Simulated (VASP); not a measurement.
# AlN: accuracy against cost in the smearing and plane-wave cutoff, part 2 of 3

A convergence test on AlN: the smearing and plane-wave cutoff. The atoms are off their equilibrium sites, so that forces can be compared too. The series runs use r2SCAN. The atoms of the start are displaced at random from the sites of a F-43m cell.

VASP 6.6.1; r2SCAN; plane waves and PAW (Al, N).

So far. Step 6 (Smearing: ISMEAR = -1, SIGMA = 0.5): Against the run before the energy at zero width moves by +3.58 meV an atom and the pressure by +0.05 GPa, after 12 cycles in 3.2 min. The entropy term T·S comes to 10.40 meV an atom in size.

### 7. Smearing: ISMEAR = 1, SIGMA = 0.01

Input file INCAR:

```
SYSTEM = AlN
PREC = Accurate
ENCUT = 520
EDIFF = 1E-06
NELM = 100
ISMEAR = 1
SIGMA = 0.01
LREAL = .FALSE.
ALGO = Normal
METAGGA = R2SCAN
LASPH = .TRUE.
NBANDS = 10
LORBIT = 11
LWAVE = .FALSE.
LCHARG = .FALSE.
KPAR = 2
ISIF = 2
```

Input file POSCAR:

```
AlN
1.0
    0.0000000000      2.1839935596      2.1839935596
    2.1839935596      0.0000000000      2.1839935596
    2.1839935596      2.1839935596      0.0000000000
Al N
1 1
Direct
    0.0003530000     -0.0059770000      0.0112680000
    0.7477940000      0.7561980000      0.7419040000
```

Input file KPOINTS:

```
Automatic mesh
0
Gamma
9 9 9
0 0 0
```

The projector-augmented-wave data sets are Al and N (PBE family, release 64).

On the command line:

```bash
$ mpirun -np 2 vasp_std
```

Log:

```text
[... set-up lines as in an earlier step ...]
 entering main loop
       N       E                     dE             d eps       ncg     rms          rms(c)
DAV:   1     0.586448073309E+01    0.58645E+01   -0.40672E+03  7508   0.689E+02
DAV:   2    -0.225579582381E+02   -0.28422E+02   -0.27187E+02  8934   0.147E+02
DAV:   3    -0.234958343598E+02   -0.93788E+00   -0.93673E+00  8536   0.265E+01
[... 3 cycles as in an earlier step ...]
DAV:   7    -0.191352781920E+02   -0.11197E+00   -0.42013E-01  8002   0.481E+00    0.239E+00
[... 1 cycle as in an earlier step ...]
DAV:   9    -0.191560940228E+02    0.14074E-02   -0.56722E-03  8332   0.509E-01    0.148E-01
DAV:  10    -0.191562384630E+02   -0.14444E-03   -0.41240E-04  7786   0.158E-01    0.277E-02
DAV:  11    -0.191562269307E+02    0.11532E-04   -0.41121E-05  8304   0.412E-02    0.122E-02
DAV:  12    -0.191562266043E+02    0.32640E-06   -0.30724E-06  7492   0.151E-02
   1 F= -.19156227E+02 E0= -.19156227E+02  d E =0.795490E-06
```

It took 3.6 min on 2 MPI ranks of AMD EPYC 7R43, shared host; peak memory 0.31 GiB.

Parts of OUTCAR (step 7):

```text
  Total        0.0530308     -0.0004011      0.0479664      0.2173486     -0.1798630     -0.4381859
  in kB        4.0780677     -0.0308448      3.6886182     16.7141167    -13.8314677    -33.6965130
  external PRESSURE =       2.5786137 kB  Pullay stress =       0.0000000 kB

  FREE ENERGIE OF THE ION-ELECTRON SYSTEM (eV)
  ---------------------------------------------------
  free  energy   TOTEN  =       -19.1562266043 eV

  energy  without entropy=      -19.1562273998  energy(sigma->0) =      -19.15622687

[... 3 parts as in an earlier step ...]

[... 1 further part left out ...]
[key lines of the parts left out:]
E-fermi :   5.8304
```

Methfessel-Paxton smearing is not meant for a cell with a gap.

Against the first of the series the energy at zero width stays within 0.01 meV an atom and the pressure within 0.01 GPa, after 12 cycles in 3.6 min. The entropy term T·S comes to 0.00 meV an atom in size.

### 8. Smearing: ISMEAR = 1, SIGMA = 0.05

Edit INCAR of step 7 so:

```diff
@@ -6,3 +6,3 @@
 ISMEAR = 1
-SIGMA = 0.01
+SIGMA = 0.05
 LREAL = .FALSE.
```

POSCAR is that of step 7.

KPOINTS is that of step 7.

On the command line:

```bash
$ mpirun -np 2 vasp_std
```

Log:

```text
[... set-up lines as in an earlier step ...]
 entering main loop
       N       E                     dE             d eps       ncg     rms          rms(c)
DAV:   1     0.586444761078E+01    0.58644E+01   -0.40672E+03  7508   0.689E+02
DAV:   2    -0.225579500706E+02   -0.28422E+02   -0.27191E+02  8934   0.147E+02
DAV:   3    -0.234958211407E+02   -0.93787E+00   -0.93673E+00  8536   0.265E+01
DAV:   4    -0.235010094332E+02   -0.51883E-02   -0.51880E-02  8188   0.212E+00
[...]
DAV:  10    -0.191562286710E+02   -0.14444E-03   -0.41241E-04  7786   0.158E-01    0.277E-02
DAV:  11    -0.191562171377E+02    0.11533E-04   -0.41122E-05  8304   0.412E-02    0.122E-02
DAV:  12    -0.191562168122E+02    0.32543E-06   -0.30723E-06  7492   0.151E-02
   1 F= -.19156217E+02 E0= -.19156226E+02  d E =0.270314E-04
```

It took 3.8 min on 2 MPI ranks; peak memory 0.31 GiB.

Parts of OUTCAR (step 8):

```text
  Total        0.0531191     -0.0005622      0.0480772      0.2174069     -0.1797667     -0.4382988
  in kB        4.0848589     -0.0432339      3.6971350     16.7185987    -13.8240622    -33.7051950
  external PRESSURE =       2.5795867 kB  Pullay stress =       0.0000000 kB

 POSITION                                       TOTAL-FORCE (eV/Angst)
 -----------------------------------------------------------------------------------
      2.19555      0.02538      2.17171        -0.302493     -0.743895      0.367424
      3.27185      3.25349      3.28471         0.302493      0.743895     -0.367424
 -----------------------------------------------------------------------------------
    total drift:                                0.005882      0.010882     -0.005399

  FREE ENERGIE OF THE ION-ELECTRON SYSTEM (eV)
  ---------------------------------------------------
  free  energy   TOTEN  =       -19.1562168122 eV

  energy  without entropy=      -19.1562438436  energy(sigma->0) =      -19.15622582

[... 2 parts as in an earlier step ...]

[... 1 further part left out ...]
[key lines of the parts left out:]
E-fermi :   5.8475
```

Against the run before the energy at zero width stays within 0.01 meV an atom and the pressure within 0.01 GPa, after 12 cycles in 3.8 min. The entropy term T·S comes to 0.01 meV an atom in size.

### 9. Smearing: ISMEAR = 1, SIGMA = 0.1

Edit INCAR of step 8 so:

```diff
@@ -6,3 +6,3 @@
 ISMEAR = 1
-SIGMA = 0.05
+SIGMA = 0.1
 LREAL = .FALSE.
```

POSCAR is that of step 8.

KPOINTS is that of step 8.

On the command line:

```bash
$ mpirun -np 2 vasp_std
```

Log:

```text
[... set-up lines as in an earlier step ...]
 entering main loop
       N       E                     dE             d eps       ncg     rms          rms(c)
DAV:   1     0.586441966426E+01    0.58644E+01   -0.40672E+03  7508   0.689E+02
DAV:   2    -0.225579354034E+02   -0.28422E+02   -0.27198E+02  8934   0.147E+02
DAV:   3    -0.234957509741E+02   -0.93782E+00   -0.93671E+00  8536   0.265E+01
DAV:   4    -0.235009396056E+02   -0.51886E-02   -0.51883E-02  8188   0.212E+00
[...]
DAV:  10    -0.191561677145E+02   -0.14444E-03   -0.41243E-04  7786   0.158E-01    0.277E-02
DAV:  11    -0.191561561805E+02    0.11534E-04   -0.41135E-05  8304   0.412E-02    0.122E-02
DAV:  12    -0.191561558536E+02    0.32681E-06   -0.30703E-06  7492   0.151E-02
   1 F= -.19156156E+02 E0= -.19156221E+02  d E =0.194994E-03
```

Wall time 3.7 min (2 MPI ranks); peak memory 0.31 GiB; 7.3 min of CPU time.

OUTCAR, selected parts (step 9):

```text
  Total        0.0516891      0.0021428      0.0467333      0.2167047     -0.1789761     -0.4402584
  in kB        3.9748954      0.1647805      3.5937956     16.6646008    -13.7632687    -33.8558854
  external PRESSURE =       2.5778238 kB  Pullay stress =       0.0000000 kB

 POSITION                                       TOTAL-FORCE (eV/Angst)
 -----------------------------------------------------------------------------------
      2.19555      0.02538      2.17171        -0.303295     -0.742032      0.368122
      3.27185      3.25349      3.28471         0.303295      0.742032     -0.368122
 -----------------------------------------------------------------------------------
    total drift:                                0.005889      0.010873     -0.005404

  FREE ENERGIE OF THE ION-ELECTRON SYSTEM (eV)
  ---------------------------------------------------
  free  energy   TOTEN  =       -19.1561558536 eV

  energy  without entropy=      -19.1563508479  energy(sigma->0) =      -19.15622085

[... 2 parts as in an earlier step ...]

[... 1 further part left out ...]
[key lines of the parts left out:]
E-fermi :   5.8515
```

Against the run before the energy at zero width stays within 0.01 meV an atom and the pressure within 0.01 GPa, after 12 cycles in 3.7 min. The entropy term T·S comes to 0.10 meV an atom in size.

### 10. Smearing: ISMEAR = 1, SIGMA = 0.2

Edit INCAR of step 9 so:

```diff
@@ -6,3 +6,3 @@
 ISMEAR = 1
-SIGMA = 0.1
+SIGMA = 0.2
 LREAL = .FALSE.
```

POSCAR is that of step 9.

KPOINTS is that of step 9.

On the command line:

```bash
$ mpirun -np 2 vasp_std
```

Log:

```text
[... set-up lines as in an earlier step ...]
 entering main loop
       N       E                     dE             d eps       ncg     rms          rms(c)
DAV:   1     0.586435666105E+01    0.58644E+01   -0.40672E+03  7508   0.689E+02
DAV:   2    -0.225578146928E+02   -0.28422E+02   -0.27199E+02  8934   0.147E+02
DAV:   3    -0.234951967272E+02   -0.93738E+00   -0.93637E+00  8536   0.265E+01
DAV:   4    -0.235003882949E+02   -0.51916E-02   -0.51913E-02  8188   0.212E+00
[...]
DAV:  10    -0.191557850916E+02   -0.14444E-03   -0.41253E-04  7786   0.158E-01    0.277E-02
DAV:  11    -0.191557735591E+02    0.11533E-04   -0.41172E-05  8304   0.412E-02    0.122E-02
DAV:  12    -0.191557732329E+02    0.32619E-06   -0.30606E-06  7486   0.151E-02
   1 F= -.19155773E+02 E0= -.19156187E+02  d E =0.123998E-02
```

It took 3.9 min on 2 MPI ranks; peak memory 0.31 GiB; 7.8 min of CPU time.

Parts of OUTCAR (step 10):

```text
  Total        0.0498247      0.0048991      0.0455594      0.2179596     -0.1790944     -0.4445941
  in kB        3.8315246      0.3767399      3.5035212     16.7611016    -13.7723640    -34.1892994
  external PRESSURE =       2.5705953 kB  Pullay stress =       0.0000000 kB

 POSITION                                       TOTAL-FORCE (eV/Angst)
 -----------------------------------------------------------------------------------
      2.19555      0.02538      2.17171        -0.303409     -0.738029      0.366912
      3.27185      3.25349      3.28471         0.303409      0.738029     -0.366912
 -----------------------------------------------------------------------------------
    total drift:                                0.005898      0.010859     -0.005405

  FREE ENERGIE OF THE ION-ELECTRON SYSTEM (eV)
  ---------------------------------------------------
  free  energy   TOTEN  =       -19.1557732329 eV

  energy  without entropy=      -19.1570132080  energy(sigma->0) =      -19.15618656

[... 2 parts as in an earlier step ...]

[... 1 further part left out ...]
[key lines of the parts left out:]
E-fermi :   5.8659
```

Against the run before the energy at zero width moves by +0.02 meV an atom while the pressure stays within 0.01 GPa, after 12 cycles in 3.9 min. The entropy term T·S comes to 0.62 meV an atom in size.

### 11. Smearing: ISMEAR = 1, SIGMA = 0.5

Edit INCAR of step 10 so:

```diff
@@ -6,3 +6,3 @@
 ISMEAR = 1
-SIGMA = 0.2
+SIGMA = 0.5
 LREAL = .FALSE.
```

POSCAR is that of step 10.

KPOINTS is that of step 10.

On the command line:

```bash
$ mpirun -np 2 vasp_std
```

Log:

```text
[... set-up lines as in an earlier step ...]
 entering main loop
       N       E                     dE             d eps       ncg     rms          rms(c)
DAV:   1     0.586367866933E+01    0.58637E+01   -0.40672E+03  7508   0.689E+02
DAV:   2    -0.225531379390E+02   -0.28417E+02   -0.27185E+02  8934   0.147E+02
DAV:   3    -0.234847692012E+02   -0.93163E+00   -0.92961E+00  8536   0.264E+01
DAV:   4    -0.234899576105E+02   -0.51884E-02   -0.51880E-02  8188   0.212E+00
[...]
DAV:  10    -0.191493257514E+02   -0.14445E-03   -0.41153E-04  7788   0.158E-01    0.274E-02
DAV:  11    -0.191493143132E+02    0.11438E-04   -0.41402E-05  8306   0.412E-02    0.119E-02
DAV:  12    -0.191493140342E+02    0.27896E-06   -0.29414E-06  7470   0.149E-02
   1 F= -.19149314E+02 E0= -.19155904E+02  d E =0.197691E-01
```

Run time: 3.7 min. Hardware: 2 MPI ranks; peak memory 0.32 GiB.

From OUTCAR (step 11):

```text
  Total        0.0432474      0.0020209      0.0393538      0.2274682     -0.1866276     -0.4642632
  in kB        3.3257275      0.1554048      3.0263086     17.4923141    -14.3516703    -35.7018557
  external PRESSURE =       2.1691470 kB  Pullay stress =       0.0000000 kB

 POSITION                                       TOTAL-FORCE (eV/Angst)
 -----------------------------------------------------------------------------------
      2.19555      0.02538      2.17171        -0.298075     -0.718389      0.358846
      3.27185      3.25349      3.28471         0.298075      0.718389     -0.358846
 -----------------------------------------------------------------------------------
    total drift:                                0.005914      0.010789     -0.005399

  FREE ENERGIE OF THE ION-ELECTRON SYSTEM (eV)
  ---------------------------------------------------
  free  energy   TOTEN  =       -19.1493140342 eV

  energy  without entropy=      -19.1690831074  energy(sigma->0) =      -19.15590373

[... 2 parts as in an earlier step ...]

[... 1 further part left out ...]
[key lines of the parts left out:]
E-fermi :   5.8634
```

Against the run before the energy at zero width moves by +0.14 meV an atom and the pressure by -0.04 GPa, after 12 cycles in 3.7 min. The entropy term T·S comes to 9.88 meV an atom in size.

### 12. Smearing: ISMEAR = -5

Edit INCAR of step 11 so:

```diff
@@ -5,4 +5,4 @@
 NELM = 100
-ISMEAR = 1
-SIGMA = 0.5
+ISMEAR = -5
+SIGMA = 0.05
 LREAL = .FALSE.
```

POSCAR is that of step 11.

KPOINTS is that of step 11.

On the command line:

```bash
$ mpirun -np 2 vasp_std
```

Log:

```text
[... set-up lines as in an earlier step ...]
 entering main loop
       N       E                     dE             d eps       ncg     rms          rms(c)
DAV:   1     0.589065855619E+01    0.58907E+01   -0.40672E+03  7508   0.689E+02
DAV:   2    -0.225579582381E+02   -0.28449E+02   -0.27739E+02  8934   0.148E+02
[... 10 cycles as in an earlier step ...]
   1 F= -.19156227E+02 E0= -.19156227E+02  d E =0.000000E+00
```

Run time: 3.4 min. Hardware: 2 MPI ranks; peak memory 0.32 GiB.

OUTCAR, selected parts (step 12):

```text
  Total        0.0530308     -0.0004011      0.0479664      0.2173486     -0.1798630     -0.4381859
  in kB        4.0780670     -0.0308447      3.6886176     16.7141167    -13.8314677    -33.6965126
  external PRESSURE =       2.5786133 kB  Pullay stress =       0.0000000 kB

[... 5 parts as in an earlier step ...]

[... 1 further part left out ...]
[key lines of the parts left out:]
E-fermi :   5.8451
```

Against the first of the series the energy at zero width stays within 0.01 meV an atom and the pressure within 0.01 GPa, after 12 cycles in 3.4 min.

### 13. The smearing series as a table

This step: convergence of r2SCAN results with the smearing; plane waves and PAW (VASP 6.6.1).

Derived from the runs above.

Differences are taken from the run with ISMEAR = -1, SIGMA = 0.01. Results of the series, by row:

| setting | status | energy less the reference (meV/atom) | pressure (GPa) | largest force difference (meV/Å) | gap (eV) | SCF cycles | wall time (s) |
| --- | --- | --- | --- | --- | --- | --- | --- |
| ISMEAR = -1, SIGMA = 0.01 | converged | 0 | 0.2579 | 0 | 3.992 | 12 | 178 |
| ISMEAR = -1, SIGMA = 0.05 | converged | 0 | 0.2579 | 0 | 3.992 | 12 | 173 |
| ISMEAR = -1, SIGMA = 0.1 | converged | 0 | 0.2579 | 0 | 3.992 | 12 | 168 |
| ISMEAR = -1, SIGMA = 0.2 | converged | 0.002445 | 0.2579 | 0.002 | 3.992 | 12 | 188 |
| ISMEAR = -1, SIGMA = 0.5 | converged | 3.582 | 0.3105 | 1.045 | 3.996 | 12 | 194 |
| ISMEAR = 1, SIGMA = 0.01 | converged | 2.65e-4 | 0.2579 | 0 | 3.992 | 12 | 215.1 |
| ISMEAR = 1, SIGMA = 0.05 | converged | 7.90e-4 | 0.258 | 0.087 | 3.992 | 12 | 227.1 |
| ISMEAR = 1, SIGMA = 0.1 | converged | 0.003275 | 0.2578 | 1.91 | 3.992 | 12 | 220.1 |
| ISMEAR = 1, SIGMA = 0.2 | converged | 0.02042 | 0.2571 | 5.913 | 3.993 | 12 | 236.1 |
| ISMEAR = 1, SIGMA = 0.5 | converged | 0.1618 | 0.2169 | 25.55 | 3.997 | 12 | 219.1 |
| ISMEAR = -5 | converged | 0 | 0.2579 | 0 | 3.992 | 12 | 202 |

### 14. Plane-wave cutoff: ENCUT = 240

This step: r2SCAN; plane waves and PAW (Al, N) (VASP 6.6.1).

The basis grows with ENCUT, and energy and stress both move with it.

Edit INCAR of step 12 so:

```diff
@@ -2,6 +2,6 @@
 PREC = Accurate
-ENCUT = 520
+ENCUT = 240
 EDIFF = 1E-06
 NELM = 100
-ISMEAR = -5
+ISMEAR = -1
 SIGMA = 0.05
```

POSCAR is that of step 12.

KPOINTS is that of step 12.

On the command line:

```bash
$ mpirun -np 2 vasp_std
```

Log:

```text
[... set-up lines as in an earlier step ...]
 entering main loop
       N       E                     dE             d eps       ncg     rms          rms(c)
DAV:   1    -0.115064664920E+02   -0.11506E+02   -0.27936E+03  9118   0.354E+02
DAV:   2    -0.226497985768E+02   -0.11143E+02   -0.10907E+02  8498   0.816E+01
DAV:   3    -0.228311371856E+02   -0.18134E+00   -0.18122E+00  8410   0.893E+00
DAV:   4    -0.228316115506E+02   -0.47437E-03   -0.47435E-03  8046   0.540E-01
DAV:   5    -0.228316145543E+02   -0.30037E-05   -0.30036E-05  8384   0.410E-02    0.936E+00
DAV:   6    -0.190676751660E+02    0.37639E+01   -0.52543E+00  7754   0.119E+01    0.521E+00
DAV:   7    -0.191359685332E+02   -0.68293E-01   -0.34380E-01  8104   0.382E+00    0.302E+00
DAV:   8    -0.191374362041E+02   -0.14677E-02   -0.15958E-02  7482   0.992E-01    0.554E-01
DAV:   9    -0.191370366223E+02    0.39958E-03   -0.18670E-03  8180   0.253E-01    0.872E-02
DAV:  10    -0.191371299159E+02   -0.93294E-04   -0.78322E-05  7780   0.706E-02    0.284E-02
DAV:  11    -0.191371258936E+02    0.40223E-05   -0.34437E-06  7564   0.118E-02    0.213E-02
DAV:  12    -0.191371237695E+02    0.21241E-05   -0.73475E-07  6980   0.714E-03    0.107E-02
DAV:  13    -0.191371259017E+02   -0.21322E-05   -0.22167E-07  3846   0.299E-03    0.980E-04
DAV:  14    -0.191371257267E+02    0.17502E-06   -0.11704E-08  3788   0.928E-04
   1 F= -.19137126E+02 E0= -.19137126E+02  d E =-.296020E-10
```

Wall time 56 s (2 MPI ranks); peak memory 0.19 GiB; 1.8 min of CPU time.

OUTCAR, selected parts (step 14):

```text
   ENCUT  =  240.0 eV  17.64 Ry    4.20 a.u.   3.90  3.90  3.90*2*pi/ulx,y,z

   NELECT =       8.0000    total number of electrons

 E-fermi :   6.9388

 k-point     1 :       0.0000    0.0000    0.0000
  band No.  band energies     occupation
      1     -10.3494      2.00000
      2       5.6464      2.00000
      3       5.8432      2.00000
      4       5.9438      2.00000
      5      10.3431      0.00000
      6      19.2512      0.00000
      7      19.2661      0.00000
      8      19.2977      0.00000
      9      24.3318      0.00000
    ...

  Total       -5.8122058     -5.8677794     -5.8176383      0.2440338     -0.2003261     -0.4985925
  in kB     -446.9588149   -451.2324337   -447.3765758     18.7662042    -15.4050861    -38.3417785
  external PRESSURE =    -448.5226081 kB  Pullay stress =       0.0000000 kB

 POSITION                                       TOTAL-FORCE (eV/Angst)
 -----------------------------------------------------------------------------------
      2.19555      0.02538      2.17171        -0.323498     -0.791459      0.391693
      3.27185      3.25349      3.28471         0.323498      0.791459     -0.391693
 -----------------------------------------------------------------------------------
    total drift:                               -0.012096     -0.018947      0.010892

  FREE ENERGIE OF THE ION-ELECTRON SYSTEM (eV)
  ---------------------------------------------------
  free  energy   TOTEN  =       -19.1371257267 eV

  energy  without entropy=      -19.1371257266  energy(sigma->0) =      -19.13712573

[... 5 parts as in an earlier step ...]

[... 11 further parts left out ...]
```

This step gave:

| Property | Result |
| --- | --- |
| SCF cycles | 14 |
| free energy (TOTEN) | -19.14 eV |
| Fermi energy | 6.939 eV |
| pressure | -44.85 GPa |
| gap on the k-mesh | 3.879 eV |
| least direct gap on the k-mesh | 4.399 eV |

The series starts at -9.5686 eV an atom and -44.85 GPa, after 14 cycles in 56 s.

(Part 2 of 3 ends here.)

[Lines on the potential files, build, host, timing and source positions are cut from VASP's logs without a mark.]

[Logs are printed without paths, hosts, clocks, repeated set-up lines and the standing remarks that a program may print on its own settings, such as how far it seeks lower states.]

[Hosts, paths, dates, database ids (printed as entryN), source tags and the programs' standing remarks are cut or masked in the printed files.]

[A measured line is paired with the nearest computed mode of its activity, which favours agreement.]

[In band tables of VASP the shares of atoms and orbitals are scaled to a sum of 1 inside the atoms' spheres.]
